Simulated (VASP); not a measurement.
# Nb in VASP: relaxation of the atoms with PBE

Aim: the relaxation of the atoms of Nb with PBE.

All numbers are computed with VASP 6.6.1; they aren't measurements. Logs are shortened: lines on timing, memory, paths and dates and some standing lists are left out, and cuts for length are marked.

## 1. The structure

The cell holds a slab with vacuum, 4 atoms: a = 2.866 Å, b = 2.866 Å, c = 32.987 Å, α = 90.00°, β = 90.00°, γ = 109.47°.

The cell was built by a generator and needn't be a form met in nature.

## 2. Relaxation of the atoms, PBE

INCAR reads:

```
PREC = Accurate ; ENCUT = 520
EDIFF = 1E-6 ; ISMEAR = 1
SIGMA = 0.1 ; LREAL = False
LASPH = True ; NELM = 120
ALGO = Normal ; ISIF = 2
LWAVE = False ; LCHARG = False
LDIPOL = True ; IDIPOL = 3
DIPOL = 0.5 0.5 0.500 ; GGA = PE
IBRION = 2 ; NSW = 90
EDIFFG = -0.02
```

KPOINTS reads:

```
Automatic mesh
0
Gamma
  12 12 1
```

POSCAR reads:

```
Nb
1.0
    2.8655568500      0.0000000000      0.0000000000
   -0.9551856200      2.7016728600      0.0000000000
    0.0000000000      0.0000000000     32.9872361300
Nb
4
Selective dynamics
Direct
    0.0000000000      0.0000000000      0.3936083300  F F F
    0.5000000000      0.5000000000      0.4645350900  T T T
    0.0000000000      0.0000000000      0.5354649100  T T T
    0.5000000000      0.5000000000      0.6063916700  T T T
```

Potentials or basis: VASP PAW PBE potentials, release 64 (Nb_sv).

Run with:

```sh
$ cat potpaw_PBE.64/Nb_sv/POTCAR > POTCAR
$ mpirun -np 1 vasp_std > vasp.out
```

OUTCAR:

```text
PREC = Accurate
   ENCUT = 520
   EDIFF = 1E-6
   ISMEAR = 1
   LREAL = False
   LASPH = True
   NELM = 120
   ISIF = 2
   GGA = PE
   IBRION = 2
   NSW = 90
   EDIFFG = -0.02

 ion  position               nearest neighbor table
   1  0.000  0.000  0.394-   2 2.87   2 2.87
   2  0.500  0.500  0.465-   1 2.87   1 2.87   3 2.87   3 2.87
   3  0.000  0.000  0.535-   4 2.87   4 2.87   2 2.87   2 2.87
   4  0.500  0.500  0.606-   3 2.87   3 2.87

  LATTYP: Found a base centered orthorhombic cell.
 ALAT       =     3.3088599969
 B/A-ratio  =     1.4142135723
 C/A-ratio  =     9.9693659330

  Lattice vectors:

 A1 = (   2.8655568500,   0.0000000000,   0.0000000000)
 A2 = (  -0.9551856200,   2.7016728600,   0.0000000000)
 A3 = (   0.0000000000,   0.0000000000,  32.9872361300)

Analysis of symmetry for initial positions (statically):
=====================================================================
 Subroutine PRICEL returns:
 Original cell was already a primitive cell.

 Routine SETGRP: Setting up the symmetry group for a
 base centered orthorhombic supercell.

 Subroutine GETGRP returns: Found  8 space group operations
 (whereof  4 operations were pure point group operations)
 out of a pool of  8 trial point group operations.

The static configuration has the point symmetry C_2v.
 The point group associated with its full space group is D_2h.

Analysis of symmetry for dynamics (positions and initial velocities):
=====================================================================
 Subroutine PRICEL returns:
 Original cell was already a primitive cell.

 Routine SETGRP: Setting up the symmetry group for a
 base centered orthorhombic supercell.

 Subroutine GETGRP returns: Found  8 space group operations
 (whereof  4 operations were pure point group operations)
 out of a pool of  8 trial point group operations.

The dynamic configuration has the point symmetry C_2v.
 The point group associated with its full space group is D_2h.

Analysis of constrained symmetry for selective dynamics:
=====================================================================
 Subroutine PRICEL returns:
 Original cell was already a primitive cell.

 Routine SETGRP: Setting up the symmetry group for a
 base centered orthorhombic supercell.

 Subroutine GETGRP returns: Found  4 space group operations
 (whereof  4 operations were pure point group operations)
 out of a pool of  8 trial point group operations.

The constrained configuration has the point symmetry C_2v.

 Subroutine INISYM returns: Found  4 space group operations
 (whereof  4 operations are pure point group operations),
 and found     1 'primitive' translations

----------------------------------------------------------------------------------------

                                     Primitive cell

  volume of cell :     255.3805

  direct lattice vectors                    reciprocal lattice vectors
     2.865556850  0.000000000  0.000000000     0.348972312  0.123380347  0.000000000
    -0.955185620  2.701672860  0.000000000     0.000000000  0.370141039  0.000000000
     0.000000000  0.000000000 32.987236130     0.000000000  0.000000000  0.030314756

  length of vectors
     2.865556850  2.865556806 32.987236130     0.370141034  0.370141039  0.030314756

  position of ions in fractional coordinates (direct lattice)
     0.000000000  0.000000000  0.393608330
     0.500000000  0.500000000  0.464535090
     0.000000000  0.000000000  0.535464910
     0.500000000  0.500000000  0.606391670

  ion indices of the primitive-cell ions
   primitive index   ion index
                 1           1
                 2           2
                 3           3
                 4           4

----------------------------------------------------------------------------------------

 KPOINTS: Automatic mesh

Automatic generation of k-mesh.
 Grid dimensions read from file:
 generate k-points for:   12   12    1

 Generating k-lattice:

  Cartesian coordinates                     Fractional coordinates (reciprocal lattice)
     0.029081026  0.010281696  0.000000000     0.083333333  0.000000000  0.000000000
     0.000000000  0.030845087  0.000000000     0.000000000  0.083333333  0.000000000
     0.000000000  0.000000000  0.030314756     0.000000000  0.000000000  1.000000000

  Length of vectors
     0.030845086  0.030845087  0.030314756

  Shift w.r.t. Gamma in fractional coordinates (k-lattice)
     0.000000000  0.000000000  0.000000000

 Subroutine IBZKPT returns following result:
 ===========================================

 Found     43 irreducible k-points:

 Following reciprocal coordinates:
            Coordinates               Weight
  0.000000  0.000000  0.000000      1.000000
  0.083333  0.000000  0.000000      4.000000
  0.166667  0.000000  0.000000      4.000000
  0.250000 -0.000000  0.000000      4.000000
  0.333333 -0.000000  0.000000      4.000000
  0.416667  0.000000  0.000000      4.000000
[... 16 lines left out ...]
  0.500000  0.166667  0.000000      4.000000
 -0.416667  0.166667  0.000000      4.000000
 [... further k-points ...]
   k-points           NKPTS =     43   k-points in BZ     NKDIM =     43   number of bands    NBANDS=     31
   number of dos      NEDOS =    301   number of ions     NIONS =      4
   total plane-waves  NPLWV = 144000
   dimension x,y,z NGX =    24 NGY =   24 NGZ =  250
   dimension x,y,z NGXF=    48 NGYF=   48 NGZF=  500
   ions per type =               4
   NGX,Y,Z   is equivalent  to a cutoff of  13.92, 13.92, 12.60 a.u.
   NGXF,Y,Z  is equivalent  to a cutoff of  27.85, 27.85, 25.20 a.u.
 SYSTEM =  unknown system
   PREC   = accura    normal or accurate (medium, high low for compatibility)
   ISTART =      0    job   : 0-new  1-cont  2-samecut
   ICHARG =      2    charge: 1-file 2-atom 10-const
   ISPIN  =      1    spin polarized calculation?
   LNONCOLLINEAR =      F non collinear calculations
   LSORBIT =      F    spin-orbit coupling
   LASPH  =      T    aspherical Exc in radial PAW
   ENCUT  =  520.0 eV  38.22 Ry    6.18 a.u.   5.33  5.33 61.33*2*pi/ulx,y,z
   NELM   =    120;   NELMIN=  2; NELMDL= -5     # of ELM steps
   EDIFF  = 0.1E-05   stopping-criterion for ELM
   LREAL  =      F    real-space projection
   EDIFFG = -.2E-01   stopping-criterion for IOM
   NSW    =     90    number of steps for IOM
   IBRION =      2    ionic relax: 0-MD 1-quasi-New 2-CG
   NFREE  =      1    steps in history (QN), initial steepest desc. (CG)
   ISIF   =      2    stress and relaxation
   ISYM   =      2    0-nonsym 1-usesym 2-fastsym
   POTIM  = 0.5000    time-step for ionic-motion
   TEBEG  =    0.0;   TEEND  =   0.0 temperature during run
   PSTRESS=    0.0 pullay stress
   NELECT =      52.0000    total number of electrons
   NUPDOWN=      -1.0000    fix difference up-down
   EMIN   =  10.00;   EMAX   =-10.00  energy-range for DOS
   EFERMI =   0.00;   METHOD = LEGACY
   ISMEAR =     1;   SIGMA  =   0.10  broadening in eV -4-tet -1-fermi 0-gaus
   EFERMI_NEDOS =   21; number of points for ismear=-14 and -15
   IALGO  =     38    algorithm
   IMIX   =      4    mixing-type and parameters
     AMIX     =   0.40;   BMIX     =  1.00
     AMIX_MAG =   1.60;   BMIX_MAG =  1.00
  volume/ion in A,a.u.               =      63.85       430.85
  Fermi-wavevector in a.u.,A,eV,Ry     =   0.963119  1.820031 12.620745  0.927599
  Thomas-Fermi vector in A             =   2.092637
   LORBIT       =      0    0 simple, 1 ext, 2 COOP (PROOUT), +10 PAW based schemes
   GGA     = PE    functional components
   LHFCALC =     F    Hartree Fock is set to
   AEXX    =    0.0000 exact exchange contribution
   IVDW    =     0    specifies the selected vdW correction
   LEPSILON=     F    determine dielectric tensor
   LRPA    =     F    only Hartree local field effects (RPA)
 conjugate gradient relaxation of ions
 non-spin polarized calculation
 Methfessel and Paxton  Order N= 1 SIGMA  =   0.10
  energy-cutoff  :      520.00
  volume of cell :      255.38
 maximum number of plane-waves:      6928
 NGX is ok and might be reduce to    24
   NGX = 11   NGY = 11   NGZ =123

--------------------------------------- Ionic step        1  -------------------------------------------

 number of electron      52.0000001 magnetization

 Free energy of the ion-electron system (eV)
  ---------------------------------------------------
  ext. energy  EPLUGINS =         0.00000000
  ---------------------------------------------------
  free energy    TOTEN  =       -38.83351071 eV

  energy without entropy =      -38.83359097  energy(sigma->0) =      -38.83353746

------------------------ aborting loop because EDIFF is reached ----------------------------------------

  FORCE on cell =-STRESS in cart. coord.  units (eV):
  Direction    XX          YY          ZZ          XY          YZ          ZX
  --------------------------------------------------------------------------------------
  -------------------------------------------------------------------------------------
  Total       -4.6839970     -4.1671184     -2.0224574      0.7309766      0.0000000      0.0000000
  in kB      -29.3859325    -26.1431976    -12.6882654      4.5859184      0.0000000      0.0000000
  external PRESSURE =     -22.7391318 kB  Pullay stress =       0.0000000 kB
[... 95 lines left out ...]
  FREE ENERGIE OF THE ION-ELECTRON SYSTEM (eV)
  ---------------------------------------------------
  free  energy   TOTEN  =       -38.8585787898 eV

  energy  without entropy=      -38.8598003577  energy(sigma->0) =      -38.85898598

 vacuum level on the upper side and lower side of the slab       (xc-potential included)        -0.022         0.007

[... ionic steps 4 to 9 ...]

--------------------------------------- Ionic step       10  -------------------------------------------

 number of electron      52.0000000 magnetization

------------------------ aborting loop because EDIFF is reached ----------------------------------------

  FORCE on cell =-STRESS in cart. coord.  units (eV):
  Direction    XX          YY          ZZ          XY          YZ          ZX
  --------------------------------------------------------------------------------------
  -------------------------------------------------------------------------------------
  Total       -2.6838398     -2.2124789     -0.0678283      0.6666049      0.0000000      0.0000000
  in kB      -16.8375718    -13.8804008     -0.4255334      4.1820706      0.0000000      0.0000000
  external PRESSURE =     -10.3811687 kB  Pullay stress =       0.0000000 kB
[... 57 lines left out ...]
  FREE ENERGIE OF THE ION-ELECTRON SYSTEM (eV)
  ---------------------------------------------------
  free  energy   TOTEN  =       -38.8825710593 eV

  energy  without entropy=      -38.8854510707  energy(sigma->0) =      -38.88353106

 dipolmoment           0.000000      0.000000     -0.000013 electrons x Angstroem

--------------------------------------- Ionic step       12  -------------------------------------------

 number of electron      52.0000001 magnetization

 dipolmoment           0.000000      0.000000      0.000058 electrons x Angstroem

 Free energy of the ion-electron system (eV)
  ---------------------------------------------------
  ext. energy  EPLUGINS =         0.00000000
  ---------------------------------------------------
  free energy    TOTEN  =       -38.88283106 eV

  energy without entropy =      -38.88561054  energy(sigma->0) =      -38.88375756

 E-fermi :   0.0534     XC(G=0):  -4.1464

 val. band max:        0.0404020890   @ k =   0.1667   0.0000   0.0000
 cond. band min:       0.0914908607   @ k =   0.0833   0.0833   0.0000
 fundamental gap:      0.0510887718
 Fermi energy:         0.0534379137

 k-point     1 :       0.0000    0.0000    0.0000
  band No.  band energies     occupation
      1     -54.5431      2.00000
      2     -54.5358      2.00000
      3     -54.2527      2.00000
      4     -54.1469      2.00000
      5     -31.0677      2.00000
      6     -30.8627      2.00000
[... 805 lines left out ...]
     30       1.9525     -0.00000
     31       2.4540      0.00000

 [... further k-points ...]

------------------------ aborting loop because EDIFF is reached ----------------------------------------

 vacuum level on the upper side and lower side of the slab       (xc-potential included)        -0.010        -0.013

  FORCE on cell =-STRESS in cart. coord.  units (eV):
  Direction    XX          YY          ZZ          XY          YZ          ZX
  --------------------------------------------------------------------------------------
  -------------------------------------------------------------------------------------
  Total       -2.7014947     -2.2355041     -0.0543877      0.6590101      0.0000000      0.0000000
  in kB      -16.9483329    -14.0248535     -0.3412112      4.1344235      0.0000000      0.0000000
  external PRESSURE =     -10.4381325 kB  Pullay stress =       0.0000000 kB

 VOLUME and BASIS-vectors are now :
 -----------------------------------------------------------------------------
  energy-cutoff  :      520.00
  volume of cell :      255.38
      direct lattice vectors                 reciprocal lattice vectors
     2.865556850  0.000000000  0.000000000     0.348972312  0.123380347  0.000000000
    -0.955185620  2.701672860  0.000000000     0.000000000  0.370141039  0.000000000
     0.000000000  0.000000000 32.987236130     0.000000000  0.000000000  0.030314756
[... 10 lines left out ...]
  FREE ENERGIE OF THE ION-ELECTRON SYSTEM (eV)
  ---------------------------------------------------
  free  energy   TOTEN  =       -38.8828310618 eV

  energy  without entropy=      -38.8856105427  energy(sigma->0) =      -38.88375756

 reached required accuracy - stopping structural energy minimisation

 vacuum level on the upper side and lower side of the slab         4.538         4.538
```

It took 51 min on 1 thread of AMD EPYC 9R14 (Zen 4), shared host; peak memory 0.52 GiB.

Results:

* Free energy: -38.8828 eV
* Energy gained by relaxing: 12.3 meV/atom
* Ionic steps: 12
* Band gap on the k mesh: none (metal or under the smearing width)

The path:
```tsv
step	energy change (eV)	largest force (eV/Å)	pressure (GPa)
1	0.0000	0.4039	-2.27
2	-0.0168	0.3695	-2.17
3	-0.0251	0.3203	-1.96
4	-0.0252	0.3298	-1.99
5	-0.0278	0.3124	-1.94
6	-0.0348	0.2600	-1.77
7	-0.0448	0.1430	-1.44
8	-0.0469	0.1333	-0.74
9	-0.0492	0.0291	-1.06
10	-0.0493	0.0308	-1.04
11	-0.0491	0.0589	-1.06
12	-0.0493	0.0042	-1.04
```

Final structure:
```
CELL_PARAMETERS angstrom
2.86556 0.00000 0.00000
-0.95519 2.70167 0.00000
0.00000 0.00000 32.98724
ATOMIC_POSITIONS crystal
Nb 0.00000 0.00000 0.39361
Nb 0.50000 0.50000 0.46109
Nb 0.00000 0.00000 0.53257
Nb 0.50000 0.50000 0.60008
```

Levels at points of the mesh, in eV from the Fermi level:
| k point | band 22 | band 23 | band 24 | band 25 | band 26 | band 27 | band 28 | band 29 | band 30 | band 31 |
| --- | --- | --- | --- | --- | --- | --- | --- | --- | --- | --- |
| (0.00, 0.00, 0.00) | -1.34 | -0.51 | -0.47 | -0.26 | 0.16 | 0.24 | 0.51 | 0.86 | 1.57 | 1.86 |
| (0.50, 0.00, 0.00) | -1.59 | -1.37 | -1.37 | 0.18 | 0.18 | 1.67 | 1.67 | 2.84 | 2.84 | 3.04 |
| (0.50, 0.50, 0.00) | -2.51 | -1.44 | -0.64 | -0.26 | 1.60 | 1.90 | 2.16 | 2.28 | 2.87 | 2.99 |
